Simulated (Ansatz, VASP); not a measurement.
## Li4Se3: VASP beside Ansatz

```
Li Se
1.0
     5.97198    0.00000    0.00000
     0.00000    5.97198    0.00000
     0.00000    0.00000    5.97198
Li Se
4 3
Direct
  0.79726 0.79726 0.79726
  0.79726 0.20274 0.20274
  0.20274 0.79726 0.20274
  0.20274 0.20274 0.79726
  0.00000 0.00000 0.50000
  0.00000 0.50000 0.00000
  0.50000 0.00000 0.00000
```

Change from the starting cell: ordered vacancies on the anion sites of zinc blende (P-43m, No. 215).

Alike in both runs: task relaxation of cell and atoms; functional PBE; k mesh 6 × 6 × 6; occupations gaussian, width 0.1 eV; no spin polarisation.

|  | VASP | Ansatz |
| --- | --- | --- |
| version | VASP 6.6.1 | Ansatz 0.2.0 |
| potentials or method | VASP PAW PBE potentials, release 64 (Li_sv, Se) | scalar-relativistic, plane waves, PAW |
| plane-wave cutoff (eV) | 600 | 420 |
| valence electrons in the cell | 30 | 60 |

```tsv
	VASP	Ansatz	Ansatz less VASP
gap on the k mesh at the Fermi level, each at its own relaxed structure (eV)	none	none	-
relaxed volume (Å³/atom)	30.66	30.59	-0.070
relaxed cell length with the largest relative difference (Å)	5.987	5.983	-0.0045
```

A gap of «none» marks a metal or a gap that the smearing closes. The two sets of potentials don't hold the same shells in valence. Ansatz warned: «xc_potential_rough_in_thin_density».

Caveats: the cutoff is under 1.25 times the usual one of these potentials, so pressure, stress and relaxed cells hold a basis-set (Pulay) error (VASP).
